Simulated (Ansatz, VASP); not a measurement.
## One calculation of MgO, two programs

The input INCAR:

```
PREC = Accurate ; ENCUT = 520
EDIFF = 1E-8 ; ISMEAR = -1
SIGMA = 0.01 ; LREAL = False
LASPH = True ; NELM = 60
ALGO = Normal ; ISIF = 2
LWAVE = False ; LCHARG = False
LEFG = True ; NBANDS = 11
```

Contents of KPOINTS:

```
regular mesh
0
Gamma
  11 11 11
```

Contents of POSCAR:

```
MgO
1.0
    0.0000000000      2.1351500000      2.1351500000
    2.1351500000      0.0000000000      2.1351500000
    2.1351500000      2.1351500000      0.0000000000
Mg O
1 1
Direct
    0.0000000000      0.0000000000      0.0000000000
    0.5000000000      0.5000000000      0.5000000000
```

Input for Ansatz:

```yaml
crystal:
  lattice:
    - [0.0, 2.13515, 2.13515]
    - [2.13515, 0.0, 2.13515]
    - [2.13515, 2.13515, 0.0]
  atoms:
    - { symbol: Mg, position: [0.0, 0.0, 0.0] }
    - { symbol: O, position: [0.5, 0.5, 0.5] }
kpoints:
  mp_grid: { grid: [11, 11, 11] }
  band_path:
    path:
      - [0.0, 0.0, 0.0]
      - [0.5, 0.0, 0.5]
      - [0.625, 0.25, 0.625]
      - [0.375, 0.375, 0.75]
      - [0.0, 0.0, 0.0]
      - [0.5, 0.5, 0.5]
      - [0.5, 0.25, 0.75]
      - [0.5, 0.0, 0.5]
    npoints: 5
scf:
  occupations: { method: fermi_dirac, width: 0.01 }
hamiltonian:
  xc: lda
  pseudopotentials: { kind: paw }
output:
  forces: true
  stress: true
  eigenvalues: true
  efg: { contact_densities: true }
```

Alike in both runs: task electric field gradients; functional LDA; k mesh 11 × 11 × 11; occupations fermi-dirac, width 0.01 eV; no spin polarisation.

|  | VASP | Ansatz |
| --- | --- | --- |
| version | VASP 6.6.1 | Ansatz 0.2.0 |
| potentials or method | VASP PAW LDA potentials, release 64 (Mg, O) | PAW with Ansatz's default frozen-core files, scalar-relativistic |
| plane-wave cutoff (eV) | 520 | 420 |
| valence electrons in the cell | 8 | 16 |

Ansatz gave:

```
gap on the k mesh at the Fermi level (eV)                      : 4.27
pressure (GPa)                                                 : -11.6
Vzz of the field gradient on the site that differs most (V/Å²) : 0.0
```

Q: Estimate VASP's values.

A: gap on the k mesh at the Fermi level (eV): 4.27; pressure (GPa): -13.2; Vzz of the field gradient on the site that differs most (V/Å²): 0.0.

The two sets of potentials don't hold the same shells in valence.

A hybrid or GW would open this gap; LDA tends to underestimate it.
